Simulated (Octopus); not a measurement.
Ni in Octopus: the effect of starting spin order

Crystal: Ni.

```
CELL_PARAMETERS angstrom
0.00000 1.73757 1.73757
1.73757 0.00000 1.73757
1.73757 1.73757 0.00000
ATOMIC_POSITIONS crystal
Ni 0.00000 0.00000 0.00000
```

Alike in all runs:

```yaml
Program: Octopus 16.4
Task: single point
Functional: PBE
Potentials_or_basis: pseudodojo_pbe (PseudoDojo 0.5, PBE)
Grid_spacing: 0.137 Å
k_mesh: 11 × 11 × 11
Occupations: fermi-dirac, width 0.05 eV
```

```tsv
starting spin order	energy over the lowest run (meV/atom)	final net moment (μB)	final largest site moment (μB)
ferromagnetic start	0.0	0.58	0.61
ferromagnetic start larger moments	0.0	0.58	0.61
no spin	?	?	?
random start	0.0	0.58	0.61
```

Q: What does the run with starting spin order no spin give?

A: Energy over the lowest run 71.1 meV/atom; final net moment 0.00 μB; final largest site moment 0.00 μB.
